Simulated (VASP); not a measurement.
Cu: relaxation of cell and atoms with TPSS

Cu:

```
CELL_PARAMETERS angstrom
0.00000 1.80750 1.80750
1.80750 0.00000 1.80750
1.80750 1.80750 0.00000
ATOMIC_POSITIONS crystal
Cu 0.00000 0.00000 0.00000
```

```json
{
 "Program": "VASP 6.6.1",
 "Task": "relaxation of cell and atoms",
 "Functional": "TPSS",
 "Potentials or basis": "VASP PAW PBE potentials, release 64 (Cu)",
 "Cutoff": "600 eV",
 "k mesh": "13 × 13 × 13",
 "Occupations": "fermi-dirac, width 0.1 eV",
 "Spin": "no spin polarisation",
 "Optimiser": "FIRE",
 "Further INCAR settings": "ALGO = Normal; EDIFF = 1.00e-07"
}
```

```
Relaxed volume                         : 11.54 Å³/atom
Relaxed cell                           : a = 2.537 Å, b = 2.537 Å, c = 2.537 Å, α = 60.00°, β = 60.00°, γ = 60.00°
Space group after relaxing (to 0.05 Å) : Fm-3m (No. 225)
Energy gained by relaxing              : 3.0 meV/atom
Ionic steps                            : 9
Pressure after relaxing                : -0.1 GPa
Band gap on the k mesh                 : none (metal or under the smearing width)
```

Step by step:
| step | energy change (eV) | largest force (eV/Å) | pressure (GPa) | volume (Å³) |
| --- | --- | --- | --- | --- |
| 1 | 0.0000 | 0.0000 | -3.54 | 11.81 |
| 2 | -0.0017 | 0.0000 | -2.42 | 11.72 |
| 3 | -0.0030 | 0.0000 | -0.42 | 11.57 |
| 4 | -0.0022 | 0.0000 | 1.85 | 11.40 |
| 5 | -0.0023 | 0.0000 | 1.69 | 11.42 |
| 6 | -0.0026 | 0.0000 | 1.39 | 11.44 |
| 7 | -0.0028 | 0.0000 | 0.96 | 11.47 |
| 8 | -0.0030 | 0.0000 | 0.44 | 11.50 |
| 9 | -0.0030 | 0.0000 | -0.10 | 11.54 |

Final structure:
```
CELL_PARAMETERS angstrom
0.00000 1.79371 1.79371
1.79371 0.00000 1.79371
1.79371 1.79371 0.00000
ATOMIC_POSITIONS crystal
Cu 0.00000 0.00000 0.00000
```

Levels at points of the mesh, in eV from the Fermi level:
| k point | band 2 | band 3 | band 4 | band 5 | band 6 | band 7 | band 8 | band 9 |
| --- | --- | --- | --- | --- | --- | --- | --- | --- |
| (0.00, 0.00, 0.00) | -3.24 | -3.24 | -3.24 | -2.40 | -2.40 | 22.47 | 25.46 | 25.46 |

Run time: 4.9 min on 1 thread of Intel(R) Xeon(R) 6975P-C (Granite Rapids), with other jobs on the host, peak memory 0.12 GiB.

Caveat: the PAW data sets were made with another functional, which shifts forces and pressure a little.
